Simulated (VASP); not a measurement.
# Sn (Fd-3m) in VASP: notebook

One crystal, Sn, is run at these levels: PBEsol; tasks: relaxation of cell and atoms.

Program: VASP 6.6.1. These are calculated values, not measurements. Logs are shortened: lines on timing, memory, paths and dates and some standing lists are left out, and cuts for length are marked.

## Step 1: The crystal as given

Symmetry: Fd-3m, No. 227, cubic system. Conventional cell: a = 6.467 Å, b = 6.467 Å, c = 6.467 Å, α = 90.00°, β = 90.00°, γ = 90.00°. Around Sn (site symmetry -43m) lie 4 Sn at 2.80 Å.

This isn't the form of Sn at room conditions, which is tetragonal (white tin).

## Step 2: Relaxation of cell and atoms, PBEsol

Contents of INCAR:

```
PREC = Accurate ; ENCUT = 600
EDIFF = 1E-6 ; ISMEAR = 0
SIGMA = 0.03 ; LREAL = F
LASPH = T ; NELM = 80
ALGO = Normal ; ISIF = 3
LWAVE = F ; LCHARG = F
GGA = PS ; IBRION = 2
NSW = 90 ; EDIFFG = -0.01
```

Contents of KPOINTS:

```
Automatic mesh
0
Gamma
  10 10 10
```

Contents of POSCAR:

```
Sn
1.0
    0.0000000000      3.2333428000      3.2333428000
    3.2333428000      0.0000000000      3.2333428000
    3.2333428000      3.2333428000      0.0000000000
Sn
2
Direct
    0.0000000000      0.0000000000      0.0000000000
    0.2500000000      0.2500000000      0.2500000000
```

Potentials or basis: VASP PAW PBE potentials, release 64 (Sn_d).

Run with:

```bash
$ cat potpaw_PBE.64/Sn_d/POTCAR > POTCAR
$ mpirun -np 1 vasp_std > vasp.out
```

OUTCAR:

```text
PREC = Accurate
   ENCUT = 600
   EDIFF = 1E-6
   ISMEAR = 0
   LREAL = F
   LASPH = T
   NELM = 80
   ISIF = 3
   GGA = PS
   IBRION = 2
   NSW = 90
   EDIFFG = -0.01

 ion  position               nearest neighbor table
   1  0.000  0.000  0.000-   2 2.80   2 2.80   2 2.80   2 2.80
   2  0.250  0.250  0.250-   1 2.80   1 2.80   1 2.80   1 2.80

  LATTYP: Found a face centered cubic cell.
 ALAT       =     6.4666856000

  Lattice vectors:

 A1 = (   0.0000000000,   3.2333428000,   3.2333428000)
 A2 = (   3.2333428000,   0.0000000000,   3.2333428000)
 A3 = (   3.2333428000,   3.2333428000,   0.0000000000)

Analysis of symmetry for initial positions (statically):
=====================================================================
 Subroutine PRICEL returns:
 Original cell was already a primitive cell.

 Routine SETGRP: Setting up the symmetry group for a
 face centered cubic supercell.

 Subroutine GETGRP returns: Found 48 space group operations
 (whereof 24 operations were pure point group operations)
 out of a pool of 48 trial point group operations.

The static configuration has the point symmetry T_d .
 The point group associated with its full space group is O_h .

Analysis of symmetry for dynamics (positions and initial velocities):
=====================================================================
 Subroutine PRICEL returns:
 Original cell was already a primitive cell.

 Routine SETGRP: Setting up the symmetry group for a
 face centered cubic supercell.

 Subroutine GETGRP returns: Found 48 space group operations
 (whereof 24 operations were pure point group operations)
 out of a pool of 48 trial point group operations.

The dynamic configuration has the point symmetry T_d .
 The point group associated with its full space group is O_h .

 Subroutine INISYM returns: Found 48 space group operations
 (whereof 24 operations are pure point group operations),
 and found     1 'primitive' translations

----------------------------------------------------------------------------------------

                                     Primitive cell

  volume of cell :      67.6060

  direct lattice vectors                    reciprocal lattice vectors
     0.000000000  3.233342800  3.233342800    -0.154638723  0.154638723  0.154638723
     3.233342800  0.000000000  3.233342800     0.154638723 -0.154638723  0.154638723
     3.233342800  3.233342800  0.000000000     0.154638723  0.154638723 -0.154638723

  length of vectors
     4.572637240  4.572637240  4.572637240     0.267842124  0.267842124  0.267842124

  position of ions in fractional coordinates (direct lattice)
     0.000000000  0.000000000  0.000000000
     0.250000000  0.250000000  0.250000000

  ion indices of the primitive-cell ions
   primitive index   ion index
                 1           1
                 2           2

----------------------------------------------------------------------------------------

 KPOINTS: Automatic mesh

Automatic generation of k-mesh.
 Grid dimensions read from file:
 generate k-points for:   10   10   10

 Generating k-lattice:

  Cartesian coordinates                     Fractional coordinates (reciprocal lattice)
    -0.015463872  0.015463872  0.015463872     0.100000000  0.000000000  0.000000000
     0.015463872 -0.015463872  0.015463872     0.000000000  0.100000000  0.000000000
     0.015463872  0.015463872 -0.015463872     0.000000000  0.000000000  0.100000000

  Length of vectors
     0.026784212  0.026784212  0.026784212

  Shift w.r.t. Gamma in fractional coordinates (k-lattice)
     0.000000000  0.000000000  0.000000000

 Subroutine IBZKPT returns following result:
 ===========================================

 Found     47 irreducible k-points:

 Following reciprocal coordinates:
            Coordinates               Weight
  0.000000  0.000000  0.000000      1.000000
  0.100000  0.000000  0.000000      8.000000
  0.200000  0.000000  0.000000      8.000000
  0.300000  0.000000  0.000000      8.000000
  0.400000  0.000000  0.000000      8.000000
  0.500000  0.000000  0.000000      4.000000
[... 16 lines left out ...]
  0.300000  0.300000  0.000000      6.000000
  0.400000  0.300000  0.000000     24.000000
 [... further k-points ...]
   k-points           NKPTS =     47   k-points in BZ     NKDIM =     47   number of bands    NBANDS=     18
   number of dos      NEDOS =    301   number of ions     NIONS =      2
   total plane-waves  NPLWV =  64000
   dimension x,y,z NGX =    40 NGY =   40 NGZ =   40
   dimension x,y,z NGXF=    80 NGYF=   80 NGZF=   80
   ions per type =               2
   NGX,Y,Z   is equivalent  to a cutoff of  14.54, 14.54, 14.54 a.u.
   NGXF,Y,Z  is equivalent  to a cutoff of  29.09, 29.09, 29.09 a.u.
 SYSTEM =  unknown system
   PREC   = accura    normal or accurate (medium, high low for compatibility)
   ISTART =      0    job   : 0-new  1-cont  2-samecut
   ICHARG =      2    charge: 1-file 2-atom 10-const
   ISPIN  =      1    spin polarized calculation?
   LNONCOLLINEAR =      F non collinear calculations
   LSORBIT =      F    spin-orbit coupling
   LASPH  =      T    aspherical Exc in radial PAW
   ENCUT  =  600.0 eV  44.10 Ry    6.64 a.u.   9.13  9.13  9.13*2*pi/ulx,y,z
   NELM   =     80;   NELMIN=  2; NELMDL= -5     # of ELM steps
   EDIFF  = 0.1E-05   stopping-criterion for ELM
   LREAL  =      F    real-space projection
   EDIFFG = -.1E-01   stopping-criterion for IOM
   NSW    =     90    number of steps for IOM
   IBRION =      2    ionic relax: 0-MD 1-quasi-New 2-CG
   NFREE  =      1    steps in history (QN), initial steepest desc. (CG)
   ISIF   =      3    stress and relaxation
   ISYM   =      2    0-nonsym 1-usesym 2-fastsym
   POTIM  = 0.5000    time-step for ionic-motion
   TEBEG  =    0.0;   TEEND  =   0.0 temperature during run
   PSTRESS=    0.0 pullay stress
   NELECT =      28.0000    total number of electrons
   NUPDOWN=      -1.0000    fix difference up-down
   EMIN   =  10.00;   EMAX   =-10.00  energy-range for DOS
   EFERMI =   0.00;   METHOD = LEGACY
   ISMEAR =     0;   SIGMA  =   0.03  broadening in eV -4-tet -1-fermi 0-gaus
   EFERMI_NEDOS =   21; number of points for ismear=-14 and -15
   IALGO  =     38    algorithm
   IMIX   =      4    mixing-type and parameters
     AMIX     =   0.40;   BMIX     =  1.00
     AMIX_MAG =   1.60;   BMIX_MAG =  1.00
  volume/ion in A,a.u.               =      33.80       228.11
  Fermi-wavevector in a.u.,A,eV,Ry     =   1.220298  2.306028 20.260793  1.489126
  Thomas-Fermi vector in A             =   2.355520
   LORBIT       =      0    0 simple, 1 ext, 2 COOP (PROOUT), +10 PAW based schemes
   GGA     = PS    functional components
   LHFCALC =     F    Hartree Fock is set to
   AEXX    =    0.0000 exact exchange contribution
   IVDW    =     0    specifies the selected vdW correction
   LEPSILON=     F    determine dielectric tensor
   LRPA    =     F    only Hartree local field effects (RPA)
 conjugate gradient relaxation of ions
 non-spin polarized calculation
 Gauss-broadening in eV      SIGMA  =   0.03
  energy-cutoff  :      600.00
  volume of cell :       67.61
 maximum number of plane-waves:      2279
 NGX is ok and might be reduce to    40
   NGX = 19   NGY = 19   NGZ = 19

--------------------------------------- Ionic step        1  -------------------------------------------

 number of electron      28.0000005 magnetization

 Free energy of the ion-electron system (eV)
  ---------------------------------------------------
  ext. energy  EPLUGINS =         0.00000000
  ---------------------------------------------------
  free energy    TOTEN  =        -8.45316447 eV

  energy without entropy =       -8.45309432  energy(sigma->0) =       -8.45312940

------------------------ aborting loop because EDIFF is reached ----------------------------------------

  FORCE on cell =-STRESS in cart. coord.  units (eV):
  Direction    XX          YY          ZZ          XY          YZ          ZX
  --------------------------------------------------------------------------------------
  -------------------------------------------------------------------------------------
  Total        0.6209365      0.6209365      0.6209365      0.0000000     -0.0000000      0.0000000
  in kB       14.7154163     14.7154163     14.7154163      0.0000000     -0.0000000      0.0000000
  external PRESSURE =      14.7154163 kB  Pullay stress =       0.0000000 kB
[... 57 lines left out ...]
  energy  without entropy=       -8.4614159659  energy(sigma->0) =       -8.46158200

--------------------------------------- Ionic step        3  -------------------------------------------

 number of electron      28.0000003 magnetization

 Free energy of the ion-electron system (eV)
  ---------------------------------------------------
  ext. energy  EPLUGINS =         0.00000000
  ---------------------------------------------------
  free energy    TOTEN  =        -8.46304511 eV

  energy without entropy =       -8.46283448  energy(sigma->0) =       -8.46293979

 E-fermi :   5.1834     XC(G=0):  -8.9695

 val. band max:        5.1576733782   @ k =   0.1000   0.0000   0.0000
 cond. band min:       5.2192190411   @ k =   0.4000   0.0000   0.0000
 fundamental gap:      0.0615456629
 Fermi energy:         5.1834320270

 k-point     1 :       0.0000    0.0000    0.0000
  band No.  band energies     occupation
      1     -16.2969      2.00000
      2     -16.2969      2.00000
      3     -16.2969      2.00000
      4     -16.2395      2.00000
      5     -16.2395      2.00000
      6     -15.9454      2.00000
[... 10 lines left out ...]
     17       7.4071      0.00000
     18       7.4071      0.00000
[... 466 lines left out ...]
      2     -16.3371      2.00000
      3     -16.2683      2.00000
      4     -16.1559      2.00000
      5     -16.1237      2.00000
      6     -16.0977      2.00000
[... 10 lines left out ...]
     17      10.6081      0.00000
     18      11.1023      0.00000

 [... further k-points ...]

------------------------ aborting loop because EDIFF is reached ----------------------------------------

  FORCE on cell =-STRESS in cart. coord.  units (eV):
  Direction    XX          YY          ZZ          XY          YZ          ZX
  --------------------------------------------------------------------------------------
  -------------------------------------------------------------------------------------
  Total       -0.0019577     -0.0019577     -0.0019577      0.0000000      0.0000000      0.0000000
  in kB       -0.0449095     -0.0449095     -0.0449095      0.0000000      0.0000000      0.0000000
  external PRESSURE =      -0.0449095 kB  Pullay stress =       0.0000000 kB
[... 17 lines left out ...]
  FREE ENERGIE OF THE ION-ELECTRON SYSTEM (eV)
  ---------------------------------------------------
  free  energy   TOTEN  =        -8.4630451061 eV

  energy  without entropy=       -8.4628344790  energy(sigma->0) =       -8.46293979

 reached required accuracy - stopping structural energy minimisation
```

Wall time 56 s (1 thread of Intel Xeon 6975P-C (Granite Rapids), shared host); peak memory 0.27 GiB.

What came out:

* Free energy: -8.4630 eV
* Relaxed volume: 34.92 Å³/atom
* Relaxed cell: a = 4.622 Å, b = 4.622 Å, c = 4.622 Å, α = 60.00°, β = 60.00°, γ = 60.00°
* Space group after relaxing (to 0.05 Å): Fd-3m (No. 227)
* Energy gained by relaxing: 4.9 meV/atom
* Ionic steps: 3
* Pressure after relaxing: 0.0 GPa
* Band gap on the k mesh: none (metal or under the smearing width)

The path:
```csv
step,energy change (eV),largest force (eV/Å),pressure (GPa),volume (Å³)
1,0.0000,0.0000,1.47,67.61
2,-0.0086,0.0000,-0.46,70.69
3,-0.0099,0.0000,0.00,69.84
```

Final structure:
```
Sn
1.0
     0.00000    3.26858    3.26858
     3.26858    0.00000    3.26858
     3.26858    3.26858    0.00000
Sn
2
Direct
  0.00000 0.00000 0.00000
  0.25000 0.25000 0.25000
```

Caveat: the PAW data sets were made with another functional, which shifts forces and pressure a little. Zero-point motion and thermal expansion aren't in these numbers.

## Step 3: Relaxation of cell and atoms, PBEsol

This run uses another cell than the first one, of 34.92 Å³/atom, 1.033 times its volume.

Contents of INCAR:

```
PREC = Accurate ; ENCUT = 600
EDIFF = 1E-7 ; ISMEAR = 0
SIGMA = 0.03 ; LREAL = F
LASPH = T ; NELM = 80
ALGO = Normal ; ISIF = 3
LWAVE = F ; LCHARG = F
GGA = PS ; IBRION = 2
NSW = 90 ; EDIFFG = -0.005
```

KPOINTS is that of step 2.

Contents of POSCAR:

```
Sn                                      
1.0
    0.0000000000      3.2685833775      3.2685833775
    3.2685833775     -0.0000000000      3.2685833775
    3.2685833775      3.2685833775      0.0000000000
  Sn            
     2
Direct
     0.0000000000000000    0.0000000000000000    0.0000000000000000
     0.2500000000000000    0.2500000000000000    0.2500000000000000
```

Potentials or basis: VASP PAW PBE potentials, release 64 (Sn_d).

Run with:

```bash
$ cat potpaw_PBE.64/Sn_d/POTCAR > POTCAR
$ mpirun -np 1 vasp_std > vasp.out
```

Wall time 25 s (1 thread of Intel Xeon 6975P-C (Granite Rapids), shared host); peak memory 0.26 GiB.

It converged, with:

```yaml
Free_energy: -8.4633 eV
Pressure_after_relaxing: 0.0 GPa
Band_gap_on_the_k_mesh: none (metal or under the smearing width)
```

Final structure:
```
CELL_PARAMETERS angstrom
0.00000 3.26858 3.26858
3.26858 0.00000 3.26858
3.26858 3.26858 0.00000
ATOMIC_POSITIONS crystal
Sn 0.00000 0.00000 0.00000
Sn 0.25000 0.25000 0.25000
```

Levels at points of the mesh, in eV from the Fermi level:
```csv
k point,band 11,band 12,band 13,band 14,band 15,band 16,band 17,band 18
"(0.00, 0.00, 0.00)",-10.41,-0.77,0.16,0.16,0.16,2.22,2.22,2.22
"(0.50, 0.00, 0.00)",-8.83,-6.16,-1.01,-1.01,-0.03,3.28,3.28,5.62
"(0.50, 0.50, 0.00)",-7.38,-7.38,-2.32,-2.32,0.86,0.86,7.65,7.65
```

Caveat: the relaxation stopped at its first step, so nothing moved; the PAW data sets were made with another functional, which shifts forces and pressure a little.

## Step 4: Relaxation of cell and atoms, PBEsol

Contents of INCAR:

```
PREC     = Accurate       # precision mode
ENCUT    = 600            # plane-wave cutoff, eV
EDIFF    = 1E-6           # SCF threshold, eV
ISMEAR   = 0              # smearing method
SIGMA    = 0.03           # smearing width, eV
LREAL    = False          # projectors in reciprocal space
LASPH    = True           # aspherical terms in the spheres
NELM     = 80             # most SCF steps
ALGO     = Normal         # electronic algorithm
ISIF     = 3              # what is computed and relaxed
LWAVE    = False          # write WAVECAR
LCHARG   = False          # write CHGCAR
GGA      = PS             # functional
IBRION   = 2              # ionic algorithm
NSW      = 90             # ionic steps
EDIFFG   = -0.01          # ionic threshold
KPAR     = 4
```

KPOINTS is that of step 3.

Contents of POSCAR:

```
Sn
1.0
    0.0000000000      3.2333428000      3.2333428000
    3.2333428000      0.0000000000      3.2333428000
    3.2333428000      3.2333428000      0.0000000000
Sn
2
Direct
    0.0000000000      0.0000000000      0.0000000000
    0.2500000000      0.2500000000      0.2500000000
```

Run with:

```bash
$ cat potpaw_PBE.64/Sn_d/POTCAR > POTCAR
$ mpirun -np 4 vasp_std > vasp.out
```

Wall time 64 s (4 MPI ranks of Intel Xeon Platinum 8259CL at 2.50GHz (Skylake/Cascade Lake), shared host); peak memory 0.28 GiB.

It converged, with:

```
Free energy                            : -8.4630 eV
Relaxed volume                         : 34.92 Å³/atom
Relaxed cell                           : a = 4.622 Å, b = 4.622 Å, c = 4.622 Å, α = 60.00°, β = 60.00°, γ = 60.00°
Space group after relaxing (to 0.05 Å) : Fd-3m (No. 227)
Energy gained by relaxing              : 4.9 meV/atom
Ionic steps                            : 3
Pressure after relaxing                : 0.0 GPa
Band gap on the k mesh                 : none (metal or under the smearing width)
```

The path:
```csv
step,energy change (eV),largest force (eV/Å),pressure (GPa),volume (Å³)
1,0.0000,0.0000,1.47,67.61
2,-0.0086,0.0000,-0.46,70.69
3,-0.0099,0.0000,0.00,69.84
```

Final structure:
```
CELL_PARAMETERS angstrom
0.00000 3.26858 3.26858
3.26858 0.00000 3.26858
3.26858 3.26858 0.00000
ATOMIC_POSITIONS crystal
Sn 0.00000 0.00000 0.00000
Sn 0.25000 0.25000 0.25000
```

Levels at points of the mesh, in eV from the Fermi level:
```csv
k point,band 10,band 11,band 12,band 13,band 14,band 15,band 16,band 17,band 18
"(0.00, 0.00, 0.00)",-21.12,-10.41,-0.77,0.16,0.16,0.16,2.22,2.22,2.22
"(0.50, 0.00, 0.00)",-21.08,-8.83,-6.16,-1.01,-1.01,-0.03,3.28,3.28,5.62
"(0.50, 0.50, 0.00)",-21.06,-7.38,-7.38,-2.32,-2.32,0.86,0.86,7.65,7.65
```

Caveat: the PAW data sets were made with another functional, which shifts forces and pressure a little. Zero-point motion and thermal expansion aren't in these numbers.
